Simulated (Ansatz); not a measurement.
# ZnSe: the cost of one run

Program: Ansatz 0.2.0. Level of theory: DFT LDA, scalar-relativistic. These are calculated values, not measurements.

## (1) Starting point

The structure is cubic, space group F-43m (No. 216). The conventional cell has a = 5.668 Å, b = 5.668 Å, c = 5.668 Å, α = 90.00°, β = 90.00°, γ = 90.00°. Around Zn (site symmetry -43m) lie 4 Se at 2.45 Å. Se (site symmetry -43m) has 4 Zn at 2.45 Å as nearest neighbours.

Coordinates:

```xyz
2
Lattice="0.0000 2.8338 2.8338 2.8338 0.0000 2.8338 2.8338 2.8338 0.0000" Properties=species:S:1:pos:R:3 pbc="T T T"
Zn    0.0000    0.0000    0.0000
Se    4.2507    4.2507    4.2507
```

Atoms are numbered in the order of the input: Zn1, Se2.

## (2) After the deformation

Space group F-43m before, I-4m2 after.

## (3) Full-potential LAPW

The input, input.yaml:

```yaml
crystal:
  lattice:
    - [0.0, 2.8338, 2.805462]
    - [2.8338, 0.0, 2.805462]
    - [2.8338, 2.8338, 0.0]
  atoms:
    - { symbol: Zn, position: [0.0, 0.0, 0.0] }
    - { symbol: Se, position: [0.75, 0.75, 0.75] }
kpoints:
  mp_grid: { grid: [8, 8, 8] }
  band_path:
    path:
      - [0.0, 0.0, 0.0]
      - [0.0, 0.5, 0.5]
      - [0.25, 0.75, 0.5]
      - [0.0, 0.5, 0.0]
      - [0.0, 0.0, 0.0]
      - [0.5, 0.5, 0.0]
      - [0.3775380063, 0.6224619937, 0.0]
      - [-0.3775380063, 0.3775380063, 0.0]
      - [0.0, 0.0, 0.0]
    npoints: 5
scf:
  occupations: { method: fermi_dirac, width: 0.03 }
hamiltonian:
  xc: lda
  pseudopotentials: { kind: all_electron, lapw: { basis_error: 0.00025 } }
output:
  forces: true
  stress: true
  eigenvalues: true
```

Command:

```console
ansatz run input.yaml --threads 1 --pin off --max-ram 3072MiB --backend cpu --events-out ev --progress --plain --runs-dir out
```

What time and memory should one allow on 1 thread of Intel Xeon Platinum 8375C at 2.90GHz (Ice Lake), shared host?

About 31 s, with a peak of 0.46 GiB.
